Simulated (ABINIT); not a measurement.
# C (P4/mmm) in ABINIT: phonons at a zone-boundary q with PBE+D3

Aim: the phonons at a zone-boundary q of C with PBE+D3.

Program: ABINIT 10.8.3 (patched build). These are calculated values, not measurements. Logs are shortened: lines on timing, memory, paths and dates and some standing lists are left out, and cuts for length are marked. The log counts tension as positive stress, the text compression.

### Step 1. The undisturbed crystal

It takes space group P4/mmm (No. 123, tetragonal). The conventional cell has a = 3.445 Å, b = 3.445 Å, c = 4.437 Å, α = 90.00°, β = 90.00°, γ = 90.00°. C (site symmetry m2m) has 3 C at 1.37 to 1.47 Å as nearest neighbours.

The cell was built by a generator and needn't be a form met in nature.

### Step 2. Phonons at a zone-boundary q, PBE+D3 (cell relaxed at zero pressure by an earlier run)

run.abi

```
ndtset 2

pp_dirpath "./"
pseudos "C.GGA_PBE-ansatz.xml"

acell 3*1.0 Angstrom
rprim
     3.4476631500     0.0000000000     0.0000000000
     0.0000000000     3.4476631500     0.0000000000
     0.0000000000     0.0000000000     3.4034911500
ntypat 1
znucl 6
natom 4
typat 1 1 1 1
chkprim 0
chksymtnons 0
tolsym 1.0e-6
xred
   0.1989418200            1/2            0.0
   0.8010581800            1/2            0.0
            1/2   0.1989418200            0.0
            1/2   0.8010581800            0.0

ecut 15.4
pawecutdg 30.8
pawxcdev 0
pawovlp -1
ecutsm 0.5

ngkpt 6 6 4
nshiftk 1
shiftk 0.5 0.5 0.5

ixc 11
vdw_xc 6

nband 16
occopt 3
tsmear 0.00183747

nstep 80

prteig 0
prtebands 0
prtwf 0
prtden 0
prtpot 0

kptopt1 1
tolvrs1 1.0e-11
prtwf1 1
tolwfr1 1.0e-14
nbdbuf1 4
nline1 6

rfphon2 1
rfatpol2 1 4
rfdir2 1 1 1
getwfk2 1
kptopt2 3
nqpt2 1
qpt2 0.0 1/2 0.0
tolvrs2 1.0e-8
```

Potentials or basis: Ansatz PAW PBE default generated set, frozen core.

Launch:

```console
$ abinit run.abi > log 2>&1
```

run.abo:

```text
[... set-up lines left out ...]
 ETOT  1  -22.861168417651    -2.286E+01 2.135E-01 1.227E+01
 ETOT  2  -22.934060997520    -7.289E-02 6.567E-06 1.743E+00
 ETOT  3  -22.921986672782     1.207E-02 4.409E-04 7.441E-02
 ETOT  4  -22.922768506946    -7.818E-04 1.346E-05 1.162E-02
 ETOT  5  -22.922927064241    -1.586E-04 3.301E-06 9.246E-04
 ETOT  6  -22.922953037718    -2.597E-05 6.808E-07 1.289E-04
 ETOT  7  -22.922960906304    -7.869E-06 4.112E-07 3.261E-06
 ETOT  8  -22.922961223475    -3.172E-07 1.814E-08 1.427E-07
 ETOT  9  -22.922961230457    -6.982E-09 5.701E-10 9.699E-09
 ETOT 10  -22.922961230760    -3.030E-10 1.687E-11 7.143E-10
 ETOT 11  -22.922961230777    -1.685E-11 2.594E-13 7.406E-11
 ETOT 12  -22.922961230779    -1.734E-12 3.762E-14 7.863E-12
 ETOT 13  -22.922961230779    -2.025E-13 9.888E-15 3.329E-13

 At SCF step   13  max residual=  9.89E-15 < tolwfr=  1.00E-14 AND nres2   =  3.33E-13 < tolvrs=  1.00E-11 =>converged.

 Cartesian components of stress tensor (hartree/bohr^3)
  sigma(1 1)=  3.70770955E-05  sigma(3 2)=  0.00000000E+00
  sigma(2 2)=  3.70770955E-05  sigma(3 1)=  0.00000000E+00
  sigma(3 3)= -1.15344917E-04  sigma(2 1)=  0.00000000E+00

--- !ResultsGS
iteration_state: {dtset: 1, }
comment   : Summary of ground state results
lattice_vectors:
- [  6.5151391,   0.0000000,   0.0000000, ]
- [  0.0000000,   6.5151391,   0.0000000, ]
- [  0.0000000,   0.0000000,   6.4316661, ]
lattice_lengths: [   6.51514,    6.51514,    6.43167, ]
lattice_angles: [ 90.000,  90.000,  90.000, ] # degrees, (23, 13, 12)
lattice_volume:   2.7300518E+02
convergence: {deltae: -2.025E-13, res2:  3.329E-13, residm:  9.888E-15, diffor: null, }
etotal    :  -2.29229612E+01
entropy   :   0.00000000E+00
fermie    :   1.50298308E-01
cartesian_stress_tensor: # hartree/bohr^3
- [  3.70770955E-05,   0.00000000E+00,   0.00000000E+00, ]
- [  0.00000000E+00,   3.70770955E-05,   0.00000000E+00, ]
- [  0.00000000E+00,   0.00000000E+00,  -1.15344917E-04, ]
pressure_GPa:   4.0396E-01
xred      :
- [  1.9894E-01,   5.0000E-01,   0.0000E+00,  C]
- [  8.0106E-01,   5.0000E-01,   0.0000E+00,  C]
- [  5.0000E-01,   1.9894E-01,   0.0000E+00,  C]
- [  5.0000E-01,   8.0106E-01,   0.0000E+00,  C]
cartesian_forces: # hartree/bohr
- [ -4.47227345E-03,  -0.00000000E+00,  -0.00000000E+00, ]
- [  4.47227345E-03,  -0.00000000E+00,  -0.00000000E+00, ]
- [ -0.00000000E+00,  -4.47227345E-03,  -0.00000000E+00, ]
- [ -0.00000000E+00,   4.47227345E-03,  -0.00000000E+00, ]
force_length_stats: {min:   4.47227345E-03, max:   4.47227345E-03, mean:   4.47227345E-03, }
...

 Integrated electronic density in atomic spheres:
 ------------------------------------------------
 Atom  Sphere_radius  Integrated_density
    1        2.00311          4.71434779
    2        2.00311          4.71434779
    3        2.00311          4.71434779
    4        2.00311          4.71434779

================================================================================

 ----iterations are completed or convergence reached----

 Mean square residual over all n,k,spin=   44.081E-16; max=  98.885E-16
 reduced coordinates (array xred) for    4 atoms
       0.198941820000      0.500000000000      0.000000000000
       0.801058180000      0.500000000000      0.000000000000
       0.500000000000      0.198941820000      0.000000000000
       0.500000000000      0.801058180000      0.000000000000
 rms dE/dt=  1.6823E-02; max dE/dt=  2.9137E-02; dE/dt below (all hartree)
    1       0.029137483732      0.000000000000      0.000000000000
    2      -0.029137483732      0.000000000000      0.000000000000
    3       0.000000000000      0.029137483732      0.000000000000
    4       0.000000000000     -0.029137483732      0.000000000000

 cartesian coordinates (angstrom) at end:
    1      0.68588438180793     1.72383157500000     0.00000000000000
    2      2.76177876819207     1.72383157500000     0.00000000000000
    3      1.72383157500000     0.68588438180793     0.00000000000000
    4      1.72383157500000     2.76177876819207     0.00000000000000

 cartesian forces (hartree/bohr) at end:
    1     -0.00447227344810    -0.00000000000000    -0.00000000000000
    2      0.00447227344810    -0.00000000000000    -0.00000000000000
    3     -0.00000000000000    -0.00447227344810    -0.00000000000000
    4     -0.00000000000000     0.00447227344810    -0.00000000000000
[... 48 lines left out ...]
total_energy_dc     : -2.29229612307792E+01
total_energy_dc_eV  : -6.23765551952380E+02
...

--- !EnergyTermsWithPAWCore
iteration_state     : {dtset: 1, }
comment             : 'Components of total free energy, including PAW core contributions'
Total energy        : -1.52291559010060E+02
Total energy DC     : -1.52291558803758E+02
Total energy (eV)   : -4.14406443422536E+03
Total energy DC (eV): -4.14406442861159E+03
...

 Cartesian components of stress tensor (hartree/bohr^3)
  sigma(1 1)=  3.70770955E-05  sigma(3 2)=  0.00000000E+00
  sigma(2 2)=  3.70770955E-05  sigma(3 1)=  0.00000000E+00
  sigma(3 3)= -1.15344917E-04  sigma(2 1)=  0.00000000E+00

-Cartesian components of stress tensor (GPa)         [Pressure=  4.0396E-01 GPa]
- sigma(1 1)=  1.09084581E+00  sigma(3 2)=  0.00000000E+00
- sigma(2 2)=  1.09084581E+00  sigma(3 1)=  0.00000000E+00
- sigma(3 3)= -3.39356462E+00  sigma(2 1)=  0.00000000E+00

================================================================================
== DATASET  2 ==================================================================

--- !DatasetInfo
iteration_state: {dtset: 2, }
dimensions: {natom: 4, nkpt: 144, mband: 16, nsppol: 1, nspinor: 1, nspden: 1, mpw: 793, }
cutoff_energies: {ecut:  15.4, pawecutdg:  30.8, }
electrons: {nelect:   1.60000000E+01, charge:   0.00000000E+00, occopt:   3.00000000E+00, tsmear:   1.83747000E-03, }
meta: {optdriver: 1, rfphon: 1, }
...

 mkfilename : getwfk/=0, take file _WFK from output of DATASET   1.

 Exchange-correlation functional for the present dataset will be:
  GGA: Perdew-Burke-Ernzerhof functional - ixc=11
  J.P.Perdew, K.Burke, M.Ernzerhof, PRL 77, 3865 (1996)

 Real(R)+Recip(G) space primitive vectors, cartesian coordinates (Bohr,Bohr^-1):
 R(1)=  6.5151391  0.0000000  0.0000000  G(1)=  0.1534887  0.0000000  0.0000000
 R(2)=  0.0000000  6.5151391  0.0000000  G(2)=  0.0000000  0.1534887  0.0000000
 R(3)=  0.0000000  0.0000000  6.4316661  G(3)=  0.0000000  0.0000000  0.1554807
 Unit cell volume ucvol=  2.7300518E+02 bohr^3
 Angles (23,13,12)=  9.00000000E+01  9.00000000E+01  9.00000000E+01 degrees
 setup1 : take into account q-point for computing boxcut.

 Coarse grid specifications (used for wave-functions):

 getcut: wavevector=  0.0000  0.5000  0.0000  ngfft=  27  27  24
         ecut(hartree)=     15.400   => boxcut(ratio)=   2.11412

 Fine grid specifications (used for densities):

 getcut: wavevector=  0.0000  0.5000  0.0000  ngfft=  36  36  36
         ecut(hartree)=     30.800   => boxcut(ratio)=   2.15032
--------------------------------------------------------------------------------

 ==>  initialize data related to q vector <==

 The list of irreducible perturbations for this q vector is:
    1)    idir= 1    ipert=   1
    2)    idir= 2    ipert=   1
    3)    idir= 3    ipert=   1
    4)    idir= 1    ipert=   3
    5)    idir= 2    ipert=   3
    6)    idir= 3    ipert=   3
[... 126 lines left out ...]
--------------------------------------------------------------------------------
 Perturbation wavevector (in red.coord.)   0.000000  0.500000  0.000000
 Perturbation : displacement of atom   1   along direction   3
 The set of symmetries contains only one element for this perturbation.
 symkpt : not enough symmetry to change the number of k points.

--------------------------------------------------------------------------------

--------------------------------------------------------------------------------

 dfpt_looppert : total number of electrons, from k and k+q
  fully or partially occupied states are    1.600000E+01 and    1.600000E+01.
 Initialisation of the first-order wave-functions :
  ireadwf=   0
[... 176 lines left out ...]
 2DEtotal=    0.4264585387E+01 Ha. Also 2DEtotal=    0.116045280144E+03 eV
    (2DErelax=   -2.0615566355E+02 Ha. 2DEnonrelax=    2.1042024894E+02 Ha)
    (  non-var. 2DEtotal :    4.2648454262E+00 Ha)

================================================================================

 ---- first-order wavefunction calculations are completed ----

 ==> Compute Derivative Database <==

  Dynamical matrix, in cartesian coordinates,
   if specified in the inputs, asr has been imposed
     j1       j2             matrix element
  dir pert dir pert     real part    imaginary part

   1    1   1    1         0.8096280050         0.0000000000
   1    1   1    2        -0.4975005488         0.0000000000
   1    1   1    3        -0.1758600658         0.0000012738
   1    1   2    3         0.0785680657         0.0000033636
   1    1   1    4        -0.1758600658         0.0000012738
   1    1   2    4        -0.0785680657        -0.0000033636
[... 65 lines left out ...]
   3    4   3    1        -0.0590034265        -0.0000004537
   3    4   3    2        -0.0590034265        -0.0000004537
   3    4   3    3         0.0829041003         0.0000000000
   3    4   3    4         0.1030994407         0.0000000000

  Phonon wavevector (reduced coordinates) :  0.00000  0.50000  0.00000
 Phonon energies in Hartree :
   7.767219E-04  9.604084E-04  1.686466E-03  2.906059E-03  2.957328E-03
   3.344689E-03  3.489440E-03  4.868364E-03  4.992428E-03  6.072008E-03
   6.804718E-03  7.818659E-03
 Phonon frequencies in cm-1    :
   1.704707E+02  2.107853E+02  3.701365E+02  6.378063E+02  6.490585E+02
   7.340744E+02  7.658435E+02  1.068482E+03  1.095711E+03  1.332652E+03
   1.493463E+03  1.715997E+03

== END DATASET(S) ==============================================================
================================================================================

 -outvars: echo values of variables after computation  --------
            acell      1.8897261259E+00  1.8897261259E+00  1.8897261259E+00 Bohr
           etotal1    -2.2922961231E+01
           etotal2     4.2645853870E+00
            fcart1    -4.4722734481E-03 -0.0000000000E+00 -0.0000000000E+00
                       4.4722734481E-03 -0.0000000000E+00 -0.0000000000E+00
                      -0.0000000000E+00 -4.4722734481E-03 -0.0000000000E+00
                      -0.0000000000E+00  4.4722734481E-03 -0.0000000000E+00
            fcart2     0.0000000000E+00  0.0000000000E+00  0.0000000000E+00
                       0.0000000000E+00  0.0000000000E+00  0.0000000000E+00
                       0.0000000000E+00  0.0000000000E+00  0.0000000000E+00
                       0.0000000000E+00  0.0000000000E+00  0.0000000000E+00
            rprim      3.4476631500E+00  0.0000000000E+00  0.0000000000E+00
                       0.0000000000E+00  3.4476631500E+00  0.0000000000E+00
                       0.0000000000E+00  0.0000000000E+00  3.4034911500E+00
           strten1     3.7077095546E-05  3.7077095546E-05 -1.1534491700E-04
                       0.0000000000E+00  0.0000000000E+00  0.0000000000E+00
           strten2     0.0000000000E+00  0.0000000000E+00  0.0000000000E+00
                       0.0000000000E+00  0.0000000000E+00  0.0000000000E+00
           xangst      6.8588438181E-01  1.7238315750E+00  0.0000000000E+00
                       2.7617787682E+00  1.7238315750E+00  0.0000000000E+00
                       1.7238315750E+00  6.8588438181E-01  0.0000000000E+00
                       1.7238315750E+00  2.7617787682E+00  0.0000000000E+00
             xred      1.9894182000E-01  5.0000000000E-01  0.0000000000E+00
                       8.0105818000E-01  5.0000000000E-01  0.0000000000E+00
                       5.0000000000E-01  1.9894182000E-01  0.0000000000E+00
                       5.0000000000E-01  8.0105818000E-01  0.0000000000E+00
 Calculation completed.
```

Wall time 18 min (1 thread of Arm Neoverse V2, shared host); peak memory 0.88 GiB.

These settings aren't checked as converged: the numbers below hold their error.

What came out:

* Free energy: -623.7656 eV
* Pressure: 0.4 GPa
* Largest force: 0.230 eV/Å
* Highest phonon frequency at the q point run: 1716 cm⁻¹

Caveat: the k mesh is coarse (spacing up to 0.46 Å⁻¹), so the values aren't converged; the atoms weren't relaxed first, which shifts response properties; the mesh is coarse for a metal's response; the atomic spheres overlap.
